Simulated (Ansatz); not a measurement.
## Polymorphs of Ca2O

Theory: DFT PBE, scalar-relativistic, plane waves, PAW (Ansatz). All cells share a 420 eV cutoff and Γ-centred k meshes spaced at most about 0.3 Å⁻¹ (about 0.25 or finer for metals, 2π included). No spin polarisation.

The zero of energy is the elements' standard structures at the same level (O₂ as a molecule); no fitted shifts are applied.

These are static total energies at zero pressure. Larger cells and other orderings weren't all tried, so the list isn't exhaustive. For metals, differences of a few meV/atom aren't resolved. Kohn–Sham gaps at this level usually fall short of measured ones. A magnetic state wasn't ruled out in cells without spin, among them P4_2/mcm, P-4m2, Fd-3m.

Invented guesses were relaxed alike, and ends that match in structure were merged. ΔE counts from the first row. Coordination counts O atoms around Ca (those within 1.25 times the shortest such distance or 1.15 times the sum of covalent radii; the shortest distance is added where it is long for a bond). The ends were matched against large subsets of the Crystallography Open Database and the Materials Project, so a missing match doesn't prove that a structure is unreported.

| # | reached from | type and space group | atoms | Å³/atom | coordination | ΔE (meV/atom) | gap on mesh (eV) | in databases |
| --- | --- | --- | --- | --- | --- | --- | --- | --- |
| 1 | anti-anatase type (I4_1/amd) | anti-anatase, I4_1/amd (No. 141) | 6 | 21.7 | Ca 3 | 0 | 0.18 | no match |
| 2 | random cell with space group P4_2/mcm | P4_2/mcm (No. 132) | 6 | 31.9 | Ca 2 | 4 | 0.00 | no match |
| 3 | 4-connected net, two elements spread over the vertices, changed on relaxing | P-4m2 (No. 115) | 3 | 27.5 | Ca 2 | 36 | 0.00 | no match |
| 4 | cubic Laves (C15) type (Fd-3m) | Fd-3m (No. 227) | 6 | 28.9 | Ca 6 from 3.7 Å | 2359 | 0.00 | no match |

The first two are tied within the noise. The first: Space group I4_1/amd (No. 141), tetragonal, a = 4.966 Å, c = 10.571 Å. Ca is surrounded by 3 O at 2.42–2.49 Å, 2 Ca at 3.32 Å and 8 Ca at 3.54–3.63 Å; O is surrounded by 6 Ca at 2.42–2.49 Å. Its energy over the elements is −1.810 eV/atom. It lies below the elements, which doesn't yet make it stable against other compounds or structures. An observed structure of this formula, if there is one, may be missing.

```cif
data_structure
_symmetry_space_group_name_H-M 'I4_1/amd:1'
_symmetry_Int_Tables_number 141
_cell_length_a 4.9656
_cell_length_b 4.9656
_cell_length_c 10.5710
_cell_angle_alpha 90.000
_cell_angle_beta 90.000
_cell_angle_gamma 90.000
_cell_volume 260.65
loop_
_atom_site_label
_atom_site_type_symbol
_atom_site_symmetry_multiplicity
_atom_site_Wyckoff_symbol
_atom_site_fract_x
_atom_site_fract_y
_atom_site_fract_z
_atom_site_occupancy
Ca1 Ca 8 e 0.00000 0.00000 0.22903 1
O1 O 4 a 0.00000 0.00000 0.00000 1
```

The second: Space group P4_2/mcm (No. 132), tetragonal, a = 5.699 Å, c = 5.893 Å. Ca is surrounded by 2 O at 2.20 Å, 1 Ca at 3.26 Å and 4 Ca at 3.74 Å; O is surrounded by 4 Ca at 2.20 Å. Counting O atoms around Ca, the first has Ca 3 and the second has Ca 2. Cells relaxed within their symmetry can be saddle points.
